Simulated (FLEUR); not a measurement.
# TePb (Fm-3m) in FLEUR: further runs, part 2 of 2

FLEUR MaX-R8.1 (later development tree). The steps go on from the part before.

### 5 Equation of state, PBE, 33.73 Å³/atom

Changes to inp.xml since step 4:

```diff
@@ -24,3 +24,3 @@
       <xi:include xmlns:xi="http://www.w3.org/2001/XInclude" href="sym.xml"> </xi:include>
-      <bulkLattice scale="0.9864848297">
+      <bulkLattice scale="1.0000000000">
          <bravaisMatrix>
```

Run with:

```bash
> inpgen -f crystal.txt -profile fast
> # inp.xml edited to the form shown
> fleur_MPI
```

Run time: 41 s. Hardware: 1 thread of Arm Neoverse V1, shared host; peak memory 0.12 GiB.

The run converged. Its results:

```
Free energy                                           : -754439.6595 eV
Valence electrons inside the program's atomic spheres : Pb 17.93; Te 20.15 (radii Pb 2.66, Te 2.66 bohr)
```

Caveat: this odd mesh misses L, where the gap lies, so gap, dielectric constants and Born charges aren't listed.

### 6 Equation of state, PBE, 35.08 Å³/atom (volume scaled by 1.04)

Changes to inp.xml since step 5:

```diff
@@ -24,3 +24,3 @@
       <xi:include xmlns:xi="http://www.w3.org/2001/XInclude" href="sym.xml"> </xi:include>
-      <bulkLattice scale="1.0000000000">
+      <bulkLattice scale="1.0131594038">
          <bravaisMatrix>
```

Potentials or basis: all-electron, FLAPW.

Run with:

```bash
> inpgen -f crystal.txt -profile fast
> # inp.xml edited to the form shown
> fleur_MPI
```

Run time: 43 s. Hardware: 1 thread of Arm Neoverse V1, shared host; peak memory 0.11 GiB.

The run converged. Its results:

* Free energy: -754439.6807 eV
* Valence electrons inside the program's atomic spheres: Pb 17.90; Te 20.13 (radii Pb 2.66, Te 2.66 bohr)

Caveat: this odd mesh misses L, where the gap lies, so gap, dielectric constants and Born charges aren't listed.

### 7 Equation of state, PBE, 35.75 Å³/atom (volume scaled by 1.06)

Changes to inp.xml since step 6:

```diff
@@ -24,3 +24,3 @@
       <xi:include xmlns:xi="http://www.w3.org/2001/XInclude" href="sym.xml"> </xi:include>
-      <bulkLattice scale="1.0131594038">
+      <bulkLattice scale="1.0196128224">
          <bravaisMatrix>
```

Run with:

```bash
> inpgen -f crystal.txt -profile fast
> # inp.xml edited to the form shown
> fleur_MPI
```

It took 49 s on 1 thread of Arm Neoverse V1, shared host; peak memory 0.13 GiB.

It converged, with:

```yaml
Free_energy: -754439.6811 eV
Valence_electrons_inside_the_program's_atomic_spheres: Pb 17.89; Te 20.12 (radii Pb 2.66, Te 2.66 bohr)
```

Caveat: this odd mesh misses L, where the gap lies, so gap, dielectric constants and Born charges aren't listed.

### 8 Equation of state, PBE

Potentials or basis: all-electron, FLAPW.

This step only gathers the single runs of the series.

Results:

* Equilibrium volume: 35.45 Å³/atom
* Bulk modulus: 39 GPa
* Pressure derivative of the bulk modulus: 4.3 (rough: it moves with the points fitted)

Energy against volume, from the lowest point:
```tsv
volume (Å³/atom)	energy (meV/atom)
31.706	58.37
32.380	37.70
33.730	10.79
35.079	0.18
35.753	0.00
```

Caveat: small basis for a fit; this odd mesh misses L, where the gap lies, so gap, dielectric constants and Born charges aren't listed.

### 9 Against experiment

Step 2. Measured gap of TePb: 0.19 eV (direct; 4.2 K; a printed reference work, monograph). This calculation gives 0.73 eV (+0.54 eV). Spin-orbit coupling on Pb, Te is left out. The value is that of PBE, without temperature or zero-point motion.
